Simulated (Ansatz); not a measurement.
# ZnS: equation of state with r2SCAN+D4

**Experimental background.**

“Electronic, vibrational, and thermodynamic properties of ZnS (zincblende and rocksalt structure)”, 2009, arxiv:0911.5022 quotes, for a bulk crystal of ZnS: bulk modulus 76.9 GPa.

The system is ZnS.

```
Zn S
1.0
     0.00000    2.70200    2.70200
     2.70200    0.00000    2.70200
     2.70200    2.70200    0.00000
Zn S
1 1
Cartesian
  4.0530 4.0530 4.0530
  0.0000 0.0000 0.0000
```

```
Program             : Ansatz 0.2.0
Task                : equation of state
Functional          : r2SCAN
Dispersion          : D4
Potentials or basis : Ansatz PAW
Cutoff              : 500 eV
Density cutoff      : 2000 eV
k mesh              : 9 × 9 × 9
Occupations         : fermi-dirac, width 0.05 eV
Spin                : no spin polarisation
```

```json
{
  "Equilibrium volume": "19.34 Å³/atom",
  "Bulk modulus": "81 GPa",
  "Pressure derivative of the bulk modulus": "4.4"
}
```

Energy against volume, from the lowest point:
| volume (Å³/atom) | energy (meV/atom) |
| --- | --- |
| 18.543 | 9.04 |
| 18.938 | 2.24 |
| 19.332 | 0.00 |
| 19.727 | 1.83 |
| 20.121 | 7.33 |
| 20.516 | 16.10 |
| 20.910 | 27.81 |

All runs of the series together: 16 s on 2 threads of Arm Neoverse V2 (shared host).

Against the measured bulk modulus of ZnS, 76.9 GPa (quoted in “Electronic, vibrational, and thermodynamic properties of ZnS (zincblende and rocksalt structure)”, 2009, arxiv:0911.5022), the calculated 81 GPa is off by +5.1 %. The fit is for a static lattice scaled at fixed shape and fixed fractional positions.

Caveat: the PAW data sets were made with another functional, which shifts forces and pressure a little.
